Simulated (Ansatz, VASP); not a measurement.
# CdTe: VASP beside Ansatz, part 2 of 2

Wanted: the spread between two codes on one cell, functional and k mesh.

VASP 6.6.1 and Ansatz 0.2.0.

So far. Step 2 (VASP: single point, r2SCAN): The run ends at a pressure of 1.41 GPa. Step 3 (Ansatz: single point, r2SCAN): The run ends at a pressure of 1.62 GPa.

## 6. Ansatz: band structure, r2SCAN

Level of this step: Ansatz beside VASP: Kohn-Sham DFT, plane waves, r2SCAN (Ansatz).

The same cell, functional, mesh and smearing now go to Ansatz, which takes its cutoff from its data sets.

Contents of input.yaml:

```yaml
crystal:
  lattice:
    - [0.0, 3.24, 3.24]
    - [3.24, 0.0, 3.24]
    - [3.24, 3.24, 0.0]
  atoms:
    - { symbol: Cd, position: [0.0, 0.0, 0.0] }
    - { symbol: Te, position: [0.25, 0.25, 0.25] }
hamiltonian:
  xc: r2scan
  pseudopotentials: { kind: paw }
kpoints:
  mp_grid: { grid: [6, 6, 6] }
  band_path:
    path:
      - [0.0, 0.0, 0.0]
      - [0.16667, 0.0, 0.16667]
      - [0.33333, 0.0, 0.33333]
      - [0.5, 0.0, 0.5]
      - [0.5, 0.08333, 0.58333]
      - [0.5, 0.18333, 0.68333]
      - [0.5, 0.25, 0.75]
      - [0.45, 0.3, 0.75]
      - [0.40833, 0.34167, 0.75]
      - [0.35, 0.35, 0.7]
      - [0.225, 0.225, 0.45]
      - [0.075, 0.075, 0.15]
      - [0.03333, 0.03333, 0.03333]
      - [0.23333, 0.23333, 0.23333]
      - [0.4, 0.4, 0.4]
      - [0.51667, 0.46667, 0.51667]
      - [0.55833, 0.38333, 0.55833]
      - [0.60833, 0.28333, 0.60833]
      - [0.60833, 0.25, 0.64167]
      - [0.55833, 0.25, 0.69167]
      - [0.51667, 0.25, 0.73333]
      - [0.5, 0.3, 0.7]
      - [0.5, 0.38333, 0.61667]
      - [0.5, 0.48333, 0.51667]
      - [0.475, 0.475, 0.55]
      - [0.425, 0.425, 0.65]
      - [0.38333, 0.38333, 0.73333]
      - [0.59167, 0.18333, 0.59167]
      - [0.55, 0.1, 0.55]
      - [0.5, 0.0, 0.5]
    npoints: 1
scf:
  occupations: { method: fermi_dirac, width: 0.05 }
  n_extra_bands: 7
output:
  forces: true
  stress: true
  eigenvalues: true
```

Launch:

```
> ansatz run input.yaml --threads 2 --pin off --max-ram 4608MiB --backend cpu --events-out ev --progress --plain --runs-dir out
```

Numbers of over 12 decimals in the logs are rounded to 6 here.

Output:

```text
[...]
Crystal: 2 atoms, lattice volume = 68.024 Å³
Basis set: ecut = 500 eV, 1759 PW (Γ), exchange–correlation on 144×144×144 points (64 copies of the dense FFT grid, shifted against one another)
Bands: 25, of which v1, the nominal top of the filled ones, is band 18 counted from 1 (17 counted from 0)
Symmetry: 24 space group operations
[...]
k-point 0: bands = [... 14 lower, -1.0966, 7.2182, 7.2182, 7.2182, 8.4980, 12.2707, 12.2707, 12.2707, ... 3 higher]
  k-point 1: bands = [... 14 lower, -1.0976, 5.5405, 6.9886, 6.9886, 9.5157, 12.3574, 12.6162, 12.6162, ... 3 higher]
  k-point 2: bands = [... 14 lower, -0.9829, 3.6154, 6.6002, 6.6002, 9.5804, 12.8828, 12.8828, 13.9034, ... 3 higher]
  k-point 15: bands = [... 14 lower, -0.5002, 2.9739, 4.9528, 5.0574, 11.3084, 11.3139, 14.4286, 14.6785, ... 3 higher]
[key lines of the parts left out:]
SCF converged after 6 iterations
Free energy (F): -15264.124534 eV
Fermi energy:    7.886976 eV
P = ⅓ Tr σ = 1.5812 GPa (15.812 kbar)
```

Elapsed: 11 s, on 2 threads of Arm Neoverse N1, shared host; peak memory 0.51 GiB.

## 7. Side by side

The two programs side by side:

```
                     quantity  Ansatz   VASP  difference
               pressure (GPa)    1.58   1.38       +0.20
gap over the path points (eV)   1.280  1.272      +0.008
```

Levels at points of the path, from each program's valence-band top (eV; 4 filled, then empty):

```
k (reciprocal lattice)                                  Ansatz                                    VASP
     0.000 0.000 0.000     -8.31 0.00 0.00 0.00 1.28 5.05 5.05     -8.28 0.00 0.00 0.00 1.27 5.03 5.03
     0.167 0.000 0.167  -8.31 -1.66 -0.61 -0.61 2.91 4.11 6.03  -8.27 -1.67 -0.62 -0.62 2.91 4.09 6.01
     0.333 0.000 0.333  -8.10 -3.47 -1.53 -1.53 3.06 3.51 7.88  -8.07 -3.48 -1.53 -1.53 3.04 3.50 7.88
     0.500 0.000 0.500  -7.78 -4.34 -1.91 -1.91 2.89 3.00 9.44  -7.75 -4.36 -1.92 -1.92 2.88 2.98 9.47
     0.500 0.083 0.583  -7.76 -4.31 -2.03 -2.00 3.22 3.31 8.67  -7.73 -4.33 -2.04 -2.01 3.21 3.30 8.66
     0.500 0.183 0.683  -7.71 -4.23 -2.30 -2.19 4.26 4.31 6.91  -7.68 -4.25 -2.32 -2.20 4.25 4.30 6.90
     0.500 0.250 0.750  -7.70 -4.21 -2.38 -2.24 4.68 4.95 6.10  -7.67 -4.22 -2.39 -2.25 4.67 4.94 6.09
     0.450 0.300 0.750  -7.71 -4.21 -2.50 -1.97 4.06 4.90 6.63  -7.68 -4.23 -2.52 -1.98 4.05 4.90 6.62
     0.408 0.342 0.750  -7.73 -4.23 -2.59 -1.67 3.42 4.88 7.43  -7.70 -4.25 -2.60 -1.68 3.40 4.88 7.42
     0.350 0.350 0.700  -7.75 -4.20 -2.67 -1.44 3.34 5.32 7.60  -7.72 -4.21 -2.69 -1.45 3.33 5.32 7.58
```

Among the levels compared at these points, filled levels agree within 38 meV and empty ones within 27 meV.

## 8. Further runs

Further runs change the set-up of one program: Ansatz's method, potentials or start, or VASP's data sets, cutoff or form of LDA. The table gives Ansatz less VASP for each quantity, since a change that brings one quantity closer may part another.

| run | pressure (GPa) | gap over the path points (eV) |
| --- | --- | --- |
| as above | 0.20 | 0.0078 |
| Ansatz's all-electron LAPW method | 0.20 | 0.015 |

## 9. Ansatz: band structure, r2SCAN, spin-orbit coupling

Levels along a path test the potential and the projectors away from the mesh points.

input.yaml, as its differences from that of step 6:

```diff
@@ -10,3 +10,6 @@
   xc: r2scan
-  pseudopotentials: { kind: paw }
+  pseudopotentials: { kind: paw_fr }
+magnetization:
+  noncollinear: true
+  spin_orbit: true
 kpoints:
@@ -48,3 +51,3 @@
   occupations: { method: fermi_dirac, width: 0.05 }
-  n_extra_bands: 7
+  n_extra_bands: 14
 output:
```

Output:

```text
[...]
non-collinear run that drives no moment, with spin-orbit: no starting moment large enough to seed its density (crystal.atoms[].spin), no starting occupations that ask for one, no magnetisation constraint and no magnetic field, so the semilocal B_xc is pinned to zero
Crystal: 2 atoms, lattice volume = 68.024 Å³
[...]
k-point 1: bands = [... 32 lower, 6.7515, 6.7515, 7.2395, 7.2570, 9.5234, 9.5234, 12.3342, 12.3342, ... 10 higher]
  k-point 2: bands = [... 32 lower, 6.3323, 6.3323, 6.8414, 6.8573, 9.5811, 9.5811, 12.7879, 12.7879, ... 10 higher]
  k-point 15: bands = [... 32 lower, 4.6729, 5.0190, 5.1360, 5.1539, 11.1455, 11.3308, 11.3316, 11.4158, ... 10 higher]
[key lines of the parts left out:]
SCF converged after 7 iterations
Magnetization: |M| = 0.0000 μB,  M = (+0.0000, +0.0000, +0.0000) μB
Free energy (F): -15244.650585 eV
Fermi energy:    8.013493 eV
P = ⅓ Tr σ = 1.5737 GPa (15.737 kbar)
```

Elapsed: 48 s, on 2 threads; peak memory 0.75 GiB; 95 s of CPU time.

## 10. VASP: band structure, r2SCAN, spin-orbit coupling

The same cell, functional, mesh and smearing now go to VASP, with its own data sets and cutoff.

Contents of INCAR:

```
SYSTEM = CdTe
PREC = Accurate
ENCUT = 400
EDIFF = 1E-06
NELM = 100
ISMEAR = -1
SIGMA = 0.05
LREAL = .FALSE.
ALGO = Normal
METAGGA = R2SCAN
LASPH = .TRUE.
LNONCOLLINEAR = .TRUE.
MAGMOM = 0 0 0 0 0 0
NBANDS = 30
GGA_COMPAT = .FALSE.
LSORBIT = .TRUE.
LORBIT = 11
LWAVE = .FALSE.
LCHARG = .FALSE.
KPAR = 2
```

Contents of POSCAR:

```
CdTe
1.0
    0.0000000000      3.2400000000      3.2400000000
    3.2400000000      0.0000000000      3.2400000000
    3.2400000000      3.2400000000      0.0000000000
Cd Te
1 1
Direct
    0.0000000000      0.0000000000      0.0000000000
    0.2500000000      0.2500000000      0.2500000000
```

Contents of KPOINTS:

```
Automatic mesh
0
Gamma
6 6 6
0 0 0
```

Contents of KPOINTS_OPT:

```
Line mode
16
Line-mode
Reciprocal
  0.00000000   0.00000000   0.00000000 GAMMA
  0.50000000   0.00000000   0.50000000 X

  0.50000000   0.00000000   0.50000000 X
  0.50000000   0.25000000   0.75000000 W

  0.50000000   0.25000000   0.75000000 W
  0.37500000   0.37500000   0.75000000 K

  0.37500000   0.37500000   0.75000000 K
  0.00000000   0.00000000   0.00000000 GAMMA

  0.00000000   0.00000000   0.00000000 GAMMA
  0.50000000   0.50000000   0.50000000 L

  0.50000000   0.50000000   0.50000000 L
  0.62500000   0.25000000   0.62500000 U

  0.62500000   0.25000000   0.62500000 U
  0.50000000   0.25000000   0.75000000 W

  0.50000000   0.25000000   0.75000000 W
  0.50000000   0.50000000   0.50000000 L

  0.50000000   0.50000000   0.50000000 L
  0.37500000   0.37500000   0.75000000 K

  0.62500000   0.25000000   0.62500000 U
  0.50000000   0.00000000   0.50000000 X
```

The projector-augmented-wave data sets are Cd and Te (PBE family, release 64).

Launch:

```
> mpirun -np 2 vasp_ncl
```

Output:

```text
[... set-up lines as in an earlier step ...]
 entering main loop
       N       E                     dE             d eps       ncg     rms          rms(c)
DAV:   1     0.510286290586E+02    0.51029E+02   -0.71185E+03  1368   0.867E+02
DAV:   2    -0.468695337660E+02   -0.97898E+02   -0.94400E+02  1478   0.242E+02
DAV:   3    -0.512723655298E+02   -0.44028E+01   -0.43791E+01  1554   0.524E+01
DAV:   4    -0.513181264878E+02   -0.45761E-01   -0.45752E-01  1606   0.483E+00
[...]
DAV:  14    -0.467429630842E+02   -0.38616E-05   -0.99376E-06  1398   0.353E-02    0.174E-02
DAV:  15    -0.467429616300E+02    0.14542E-05   -0.34354E-06  1518   0.266E-02    0.626E-03
DAV:  16    -0.467429616580E+02   -0.28020E-07   -0.13732E-07   804   0.262E-03
   1 F= -.46742962E+02 E0= -.46742961E+02  d E =-.629796E-06  mag=    -0.0000     0.0000    -0.0000
 Start KPOINTS_OPT (optional k-point list driver)
k-point batch [1-22\160]
       N       E                     dE             ncg
DAV:   1     0.552660082439E+03   -0.57229E+04     1344
DAV:   2    -0.163741927165E+04   -0.21901E+04     1458
DAV:   3    -0.173207423176E+04   -0.94655E+02     1604
DAV:   4    -0.173311080573E+04   -0.10366E+01     1702
DAV:   5    -0.173312051891E+04   -0.97132E-02     1588
DAV:   6    -0.173312077906E+04   -0.26015E-03     1708
DAV:   7    -0.173312078408E+04   -0.50250E-05     1484
DAV:   8    -0.173312078423E+04   -0.14287E-06     1112
[...]
k-point batch [155-160\160]
       N       E                     dE             ncg
DAV:   1     0.782819650048E+04   -0.28817E+04      360
DAV:   2     0.724102161123E+04   -0.58717E+03      404
DAV:   3     0.721669366649E+04   -0.24328E+02      480
DAV:   4     0.721646747505E+04   -0.22619E+00      470
DAV:   5     0.721646556889E+04   -0.19062E-02      460
DAV:   6     0.721646552551E+04   -0.43382E-04      470
DAV:   7     0.721646552450E+04   -0.10072E-05      412
DAV:   8     0.721646552448E+04   -0.28035E-07      320
```

Parts of OUTCAR (step 10):

```text
  Total        0.5975134      0.5975134      0.5975134      0.0000000      0.0000000     -0.0000000
  in kB       14.0732108     14.0732108     14.0732108      0.0000000      0.0000000     -0.0000000
  external PRESSURE =      14.0732108 kB  Pullay stress =       0.0000000 kB

 POSITION                                       TOTAL-FORCE (eV/Angst)
 -----------------------------------------------------------------------------------
      0.00000      0.00000      0.00000         0.000000      0.000000      0.000000
      1.62000      1.62000      1.62000        -0.000000     -0.000000     -0.000000
 -----------------------------------------------------------------------------------
    total drift:                                0.000000      0.000000      0.000000

  FREE ENERGIE OF THE ION-ELECTRON SYSTEM (eV)
  ---------------------------------------------------
  free  energy   TOTEN  =       -46.7429616580 eV

  energy  without entropy=      -46.7429610282  energy(sigma->0) =      -46.74296134

 magnetization (x)
# of ion       s       p       d       tot
------------------------------------------
    1       -0.000   0.000  -0.000  -0.000
    2        0.000   0.000  -0.000   0.000
--------------------------------------------------
tot         -0.000   0.000  -0.000  -0.000

 magnetization (y)
# of ion       s       p       d       tot
------------------------------------------
    1        0.000   0.000  -0.000  -0.000
    2        0.000   0.000  -0.000  -0.000
--------------------------------------------------
tot          0.000   0.000  -0.000  -0.000

 magnetization (z)
# of ion       s       p       d       tot
------------------------------------------
    1        0.000   0.000   0.000   0.000
    2        0.000  -0.000  -0.000  -0.000
--------------------------------------------------
tot          0.000   0.000   0.000   0.000

[... 1 part as in an earlier step ...]

[... 2 further parts left out ...]
[key lines of the parts left out:]
E-fermi :   2.8956
```

The run ends at a pressure of 1.41 GPa.

## 11. Comparison

What differs besides the data sets and the points named for the pairs above, as far as they apply: spin-orbit coupling enters by fully relativistic files in Ansatz and inside the spheres in VASP; the data sets hold 36 valence electrons in Ansatz (fully relativistic PAW (standard-fr) files) and 18 in VASP. Total energies have different zeros and are not compared.

The two programs side by side:

```
                     quantity  Ansatz   VASP  difference
               pressure (GPa)    1.57   1.41       +0.17
gap over the path points (eV)   1.018  1.007      +0.011
```

Levels at points of the path, from each program's valence-band top (eV; 8 filled, then empty):

```csv
k (reciprocal lattice),Ansatz,VASP
0.000 0.000 0.000,-8.40 -8.40 -0.84 -0.84 0.00 0.00 0.00 0.00 1.02 1.02 4.55 4.55 4.89 4.89,-8.36 -8.36 -0.81 -0.81 0.00 0.00 0.00 0.00 1.01 1.01 4.54 4.54 4.86 4.86
0.167 0.000 0.167,-8.36 -8.36 -2.01 -2.01 -1.05 -1.05 -0.67 -0.67 2.65 2.65 3.83 3.83 5.71 5.71,-8.32 -8.32 -2.01 -2.01 -1.05 -1.05 -0.67 -0.67 2.65 2.65 3.81 3.81 5.70 5.70
0.333 0.000 0.333,-8.18 -8.18 -3.77 -3.77 -1.98 -1.98 -1.62 -1.62 2.79 2.79 3.24 3.24 7.50 7.50,-8.15 -8.15 -3.78 -3.78 -1.98 -1.98 -1.63 -1.63 2.77 2.77 3.23 3.23 7.50 7.50
0.500 0.000 0.500,-7.92 -7.92 -4.63 -4.63 -2.35 -2.35 -2.01 -2.01 2.62 2.62 2.73 2.73 9.01 9.01,-7.89 -7.89 -4.65 -4.65 -2.35 -2.35 -2.02 -2.02 2.61 2.61 2.72 2.72 9.05 9.05
0.500 0.083 0.583,-7.94 -7.87 -4.66 -4.55 -2.54 -2.37 -2.14 -2.11 2.92 2.97 3.00 3.10 8.24 8.40,-7.91 -7.84 -4.67 -4.56 -2.54 -2.37 -2.15 -2.12 2.91 2.96 2.99 3.09 8.24 8.40
0.500 0.183 0.683,-7.93 -7.80 -4.63 -4.41 -2.86 -2.48 -2.38 -2.37 3.81 4.05 4.06 4.11 6.57 6.68,-7.90 -7.77 -4.64 -4.42 -2.86 -2.49 -2.39 -2.38 3.82 4.05 4.05 4.10 6.57 6.68
0.500 0.250 0.750,-7.93 -7.79 -4.62 -4.36 -2.95 -2.49 -2.47 -2.44 4.18 4.57 4.67 4.73 5.74 5.92,-7.89 -7.75 -4.63 -4.38 -2.94 -2.50 -2.48 -2.45 4.19 4.56 4.67 4.72 5.73 5.91
0.450 0.300 0.750,-7.94 -7.80 -4.63 -4.38 -2.99 -2.66 -2.25 -2.17 3.70 3.85 4.55 4.73 6.30 6.40,-7.91 -7.77 -4.63 -4.39 -2.99 -2.67 -2.26 -2.17 3.69 3.83 4.55 4.72 6.30 6.39
0.408 0.342 0.750,-7.95 -7.82 -4.63 -4.40 -3.05 -2.75 -1.95 -1.90 3.11 3.17 4.52 4.70 7.10 7.17,-7.92 -7.79 -4.64 -4.41 -3.05 -2.76 -1.96 -1.90 3.10 3.16 4.53 4.70 7.10 7.17
0.350 0.350 0.700,-7.98 -7.83 -4.61 -4.35 -3.13 -2.82 -1.72 -1.69 3.04 3.09 4.92 5.17 7.23 7.32,-7.94 -7.80 -4.62 -4.37 -3.14 -2.83 -1.72 -1.69 3.03 3.08 4.93 5.17 7.22 7.30
```

Among the levels compared at these points, filled levels agree within 36 meV and empty ones within 34 meV. Ansatz's pressure holds a Pulay correction of 0.04 GPa; VASP's holds none.

## 12. What came out

```
difference in gap on the k mesh (single point, r2SCAN)                               : 0.0077 eV
difference in gap over the path points (band structure, r2SCAN)                      : 0.0078 eV
difference in gap over the path points (band structure, r2SCAN, spin-orbit coupling) : 0.011 eV
```

**Reading.** The difference in gap over the path points is 0.011 eV (band structure, r2SCAN, spin-orbit coupling), within the 0.08 eV picked in this series as the mark of a large difference. Band structure, r2SCAN, Ansatz's all-electron LAPW method: the difference in gap over the path points goes from 0.0078 to 0.015 eV. 1 further run of this series is not shown here. Such differences can come from data sets, numerical settings and the points named under the comparisons, not from the functional's error against experiment.

[Lines on the potential files, build, host, timing and source positions are cut from VASP's logs without a mark.]

[Logs are printed without paths, hosts, clocks, repeated set-up lines and the standing remarks that a program may print on its own settings, such as how far it seeks lower states.]

[Hosts, paths, dates, database ids (printed as entryN), source tags and the programs' standing remarks are cut or masked in the printed files.]
